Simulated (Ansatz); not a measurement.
# Ti3Al: the cost of one run

Method: DFT PBEsol, scalar-relativistic, plane waves, PAW, in Ansatz 0.2.0.

The COD entry's cell or inner coordinates are ideal or old and differ from later refinements, so a difference from it is no clean test against experiment.

1 further run of the same task is left out (set aside as unsound or not needed). Runs told in other sessions of the task aren't counted.

**1. The starting structure**

Symmetry: P6_3/mmc, No. 194, hexagonal system. The conventional cell has a = 5.688 Å, b = 5.688 Å, c = 4.608 Å, α = 90.00°, β = 90.00°, γ = 120.00°. Ti (site symmetry mm2) is surrounded by 8 Ti at 2.79 to 2.90 Å and 4 Al at 2.81 to 2.84 Å. Al (site symmetry -6m2) is surrounded by 12 Ti at 2.81 to 2.84 Å.

As a file:

```xyz
8
Lattice="5.6878 0.0000 0.0000 -2.8439 4.9258 0.0000 0.0000 0.0000 4.6077" Properties=species:S:1:pos:R:3 pbc="T T T"
Ti    4.2401    0.8358    1.1519
Ti    1.3962    4.0899    3.4558
Ti    2.8439    3.2541    1.1519
Ti   -1.3962    4.0899    3.4558
Ti    1.4477    0.8358    1.1519
Ti    0.0000    1.6717    3.4558
Al    0.0000    3.2839    1.1519
Al    2.8439    1.6419    3.4558
```

This cell was relaxed beforehand with the same method: volume 16.14 Å³/atom, gap on the mesh none (metal).

**2. Point at V/V0 = 0.97**

File input.yaml:

```yaml
crystal:
  lattice:
    - [5.6303390739, 0.0, 0.0]
    - [-2.815169537, 4.8760166699, 0.0]
    - [0.0, 0.0, 4.5611762175]
  atoms:
    - { symbol: Ti, position: [0.8303111833, 0.1696888167, 0.25] }
    - { symbol: Ti, position: [0.6606223666, 0.8303111833, 0.75] }
    - { symbol: Ti, position: [0.8303111833, 0.6606223666, 0.25] }
    - { symbol: Ti, position: [0.1696888167, 0.8303111833, 0.75] }
    - { symbol: Ti, position: [0.3393776334, 0.1696888167, 0.25] }
    - { symbol: Ti, position: [0.1696888167, 0.3393776334, 0.75] }
    - { symbol: Al, position: [0.3333333333, 0.6666666667, 0.25] }
    - { symbol: Al, position: [0.6666666667, 0.3333333333, 0.75] }
basis:
  ecutwfc: 420
kpoints:
  mp_grid: { grid: [6, 6, 8] }
hamiltonian:
  xc: pbesol
scf:
  occupations: { method: gaussian, width: 0.1 }
output:
  forces: true
  stress: true
  eigenvalues: true
relax:
  adjacent_minimum: "off"
  f_tol: 0.01
  max_steps: 30
  cell: { stress_tol: 0.1, fix: [volume] }
```

Started as:

```console
$ ansatz run input.yaml --threads 2 --pin off --max-ram 5120MiB --backend cpu --events-out ev --progress --plain --runs-dir out
```

**Question.** How long does this run take on 2 threads of Intel Xeon 6975P-C (Granite Rapids), shared host, and how much memory does it need?

About 10 s, with a peak of 0.57 GiB.
